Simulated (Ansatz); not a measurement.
## Phonon dispersion of P

Level of theory: Ansatz, DFT PBE, scalar-relativistic, plane waves, PAW. Cutoff 420 eV, 24×24×24 k-points (Γ-centred), Fermi-Dirac smearing of 0.15 eV. No spin polarisation. Phonons by linear response, acoustic sum rule imposed.

The cell, relaxed at this level:
```
P
1.0
     2.44721    0.00000    0.00000
     0.00000    2.44721    0.00000
     0.00000    0.00000    2.44721
P
1
Direct
  0.00000 0.00000 0.00000
```

The cell was found from a structure generator's guess, not taken from experiment. In a metal, frequencies and elastic constants depend on the k mesh and the smearing, soft modes and shear constants most. Some empty bands missed the eigensolver's threshold. This form isn't the element's ground state: it lies 89 meV/atom above the standard structure at this level.

Force constants from linear response on a 4×4×4 q mesh.

**Question.** Is the structure dynamically stable on the q mesh?

**Answer.** No: at q = (-0.500, -0.500, -0.500) a mode is imaginary, 238i cm⁻¹.

**Question.** Give the frequencies (cm⁻¹) at the zone-boundary points of high symmetry (interpolated where a point lies off the q mesh).

**Answer.**
| point | q | frequencies |
| --- | --- | --- |
| X | 0.000 0.500 0.000 | 136 174 174 |
| M | 0.500 0.500 0.000 | 196 196 244 |
| R | 0.500 0.500 0.500 | 238i 238i 238i |
